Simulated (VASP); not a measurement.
Here is a VASP 6.6.1 calculation.

INCAR

```
PREC = Accurate
ENCUT = 520
EDIFF = 1E-7
ISMEAR = -1
SIGMA = 0.1
LREAL = F
LASPH = T
NELM = 80
ALGO = Normal
ISIF = 2
LWAVE = F
LCHARG = T
GGA = RP
LELF = T
LVHAR = T
NBANDS = 18
```

Contents of KPOINTS:

```
regular mesh
0
Gamma
  10 10 10
```

Contents of POSCAR:

```
Ag
1.0
    0.0000000000      3.1010392912      3.1010392912
    3.1010392912      0.0000000000      3.1010392912
    3.1010392912      3.1010392912      0.0000000000
Ag
2
Direct
    0.1250000000      0.1250000000      0.1250000000
    0.8750000000      0.8750000000      0.8750000000
```

Potentials or basis: VASP PAW PBE potentials, release 64 (Ag).

The run is started by

```sh
$ cat potpaw_PBE.64/Ag/POTCAR > POTCAR
$ mpirun -np 1 vasp_std > vasp.out
```

Problem. Predict the pressure.

Solution. 2.3 GPa.

Problem. What does it give for the band gap on the k mesh?

Solution. None (metal or under the smearing width).

Caveat: the PAW data sets were made with another functional, which shifts forces and pressure a little.
